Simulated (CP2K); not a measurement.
Crystal: LiCl.

```
Cl Li
1.0
     3.62713    0.00000    0.00000
     1.81357    3.14119    0.00000
     1.81357    1.04706    2.96154
Cl Li
1 1
Cartesian
  3.6271 2.0941 1.4808
  0.0000 0.0000 0.0000
```

Base run:

```yaml
Program: CP2K 2026.2
Functional: BEEF-vdW
Potentials_or_basis: POTENTIAL_UZH Cl GTH-PBE-q7, Li GTH-PBE-q3; TZVP-MOLOPT-PBE-GTH basis
Density_cutoff: 9184 eV
k_mesh: 9 × 9 × 9
Occupations: fermi-dirac, width 0.05 eV
Spin: no spin polarisation
```

Its results: band gap on the k mesh 6.56 eV, direct.

Problem. After a change of settings the same cell gave: band gap on the k mesh 6.97 eV, direct. Which change was it?
A. functional from BEEF-vdW to r2SCAN
B. functional from BEEF-vdW to PBE
C. functional from BEEF-vdW to LDA
D. functional from BEEF-vdW to TB-mBJ

Solution. D.

Caveats: the basis of atomic orbitals isn't converged, which shifts pressures, moduli and gaps; this is a model potential without an energy functional, so only levels have meaning (some runs).

Not every run made on this cell is shown here.
